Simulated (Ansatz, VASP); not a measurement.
**One calculation of K, two programs**

```
K
1.0
    -2.76374    2.76374    2.34918
     2.76374   -2.76374    2.34918
     2.76374    2.76374   -2.34918
K
1
Direct
  0.00000 0.00000 0.00000
```

Alike in both runs: task single point; functional PBEsol; k mesh 14 × 14 × 14; occupations gaussian, width 0.15 eV; no spin polarisation.

```csv
,VASP,Ansatz
version,VASP 6.6.1,Ansatz 0.2.0
potentials or method,"VASP PAW PBE potentials, release 64 (K_sv)","scalar-relativistic, plane waves, PAW"
plane-wave cutoff (eV),520,420
valence electrons in the cell,9,9
```

```csv
,VASP,Ansatz,Ansatz less VASP
gap on the k mesh at the Fermi level (eV),none,none,-
pressure (GPa),0.0,0.0,+0.01
largest component of the traceless stress (GPa),0.19,0.19,0.000
```

A gap of «none» marks a metal or a gap that the smearing closes.

Caveats: the PAW data sets were made with another functional, which shifts forces and pressure a little (VASP).
